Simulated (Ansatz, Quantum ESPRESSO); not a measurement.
Given: the input of a run of Quantum ESPRESSO 7.5 on Mn3Si. 

The input pw.in:

```
&CONTROL
  calculation = 'scf'
  prefix = 'pwscf'
  outdir = './tmp'
  pseudo_dir = './pseudo'
  tprnfor = .true.
  tstress = .true.
  disk_io = 'low'
/
&SYSTEM
  ibrav = 0
  nat = 4
  ntyp = 2
  ecutwfc = 45
  ecutrho = 360
  nbnd = 37
  occupations = 'smearing'
  smearing = 'fd'
  degauss = 0.00367493
  nspin = 2
  starting_magnetization(1) = 0.2667
  starting_magnetization(2) = 0
/
&ELECTRONS
  conv_thr = 8d-10
  electron_maxstep = 120
  mixing_beta = 0.3
/
ATOMIC_SPECIES
Mn    54.9380 mn_pbesol_v1.5.uspp.F.UPF
Si    28.0850 si_pbesol_v1.uspp.F.UPF
CELL_PARAMETERS angstrom
   0.0000000000    2.8610000000    2.8610000000
   2.8610000000    0.0000000000    2.8610000000
   2.8610000000    2.8610000000    0.0000000000
ATOMIC_POSITIONS crystal
Mn     0.7500000000    0.7500000000    0.7500000000
Mn     0.2500000000    0.2500000000    0.2500000000
Mn     0.5000000000    0.5000000000    0.5000000000
Si     0.0000000000    0.0000000000    0.0000000000
K_POINTS automatic
8 8 8 0 0 0
```

File pp_density.in:

```
&INPUTPP
  prefix = 'pwscf'
  outdir = './tmp'
  filplot = 'density.dat'
  plot_num = 0
/
&PLOT
  nfile = 1
  filepp(1) = 'density.dat'
  iflag = 3
  output_format = 6
  fileout = 'density.cube'
/
```

pp_potential.in

```
&INPUTPP
  prefix = 'pwscf'
  outdir = './tmp'
  filplot = 'potential.dat'
  plot_num = 11
/
&PLOT
  nfile = 1
  filepp(1) = 'potential.dat'
  iflag = 3
  output_format = 6
  fileout = 'potential.cube'
/
```

pp_spin.in

```
&INPUTPP
  prefix = 'pwscf'
  outdir = './tmp'
  filplot = 'spin.dat'
  plot_num = 6
/
&PLOT
  nfile = 1
  filepp(1) = 'spin.dat'
  iflag = 3
  output_format = 6
  fileout = 'spin.cube'
/
```

Potentials or basis: GBRV 1.5 PBEsol.

The run is started by

```sh
$ OMP_NUM_THREADS=1 mpirun -n 2 pw.x -nk 2 -in pw.in > pw.out
$ OMP_NUM_THREADS=1 mpirun -n 1 pp.x -in pp_density.in > pp_density.out
$ OMP_NUM_THREADS=1 mpirun -n 1 pp.x -in pp_potential.in > pp_potential.out
$ OMP_NUM_THREADS=1 mpirun -n 1 pp.x -in pp_spin.in > pp_spin.out
```

Problem. What does the same run look like in Ansatz 0.2.0? Potentials or basis there: all-electron LAPW, scalar-relativistic.

Solution. As run (cutoffs and basis follow the program's own potentials, and thresholds, step limits or extra output files can differ):

input.yaml

```yaml
crystal:
  lattice:
    - [0.0, 2.861, 2.861]
    - [2.861, 0.0, 2.861]
    - [2.861, 2.861, 0.0]
  atoms:
    - { symbol: Mn, position: [0.75, 0.75, 0.75], spin: 4.0 }
    - { symbol: Mn, position: [0.25, 0.25, 0.25], spin: 4.0 }
    - { symbol: Mn, position: [0.5, 0.5, 0.5], spin: 4.0 }
    - { symbol: Si, position: [0.0, 0.0, 0.0] }
kpoints:
  mp_grid: { grid: [8, 8, 8] }
scf:
  occupations: { method: fermi_dirac, width: 0.05 }
hamiltonian:
  xc: pbesol
  pseudopotentials: { kind: all_electron, lapw: { basis_error: 0.001 } }
magnetization:
  spin_polarized: true
output:
  forces: true
  stress: true
  eigenvalues: true
  populations: true
```

Potentials or basis: all-electron LAPW, scalar-relativistic.

Launch:

```bash
$ ansatz run input.yaml --threads 4 --pin off --max-ram 12288MiB --backend cpu --events-out ev --progress --plain --runs-dir out
```

Both were run:

|  | Quantum ESPRESSO | Ansatz |
| --- | --- | --- |
| Pressure | -15.8 GPa | -15.9 GPa |
| Net moment | 1.01 μB per cell | 1.01 μB per cell |
| Absolute moment | 4.61 μB per cell | 4.49 μB per cell |

Where Ansatz's input types no cutoff or centring, it takes its own default and a Γ-centred mesh.

The magnetic state is the one that the start led to; the real crystal's order can differ.

The cell lies far from this level's equilibrium.

Pressure is positive in compression.
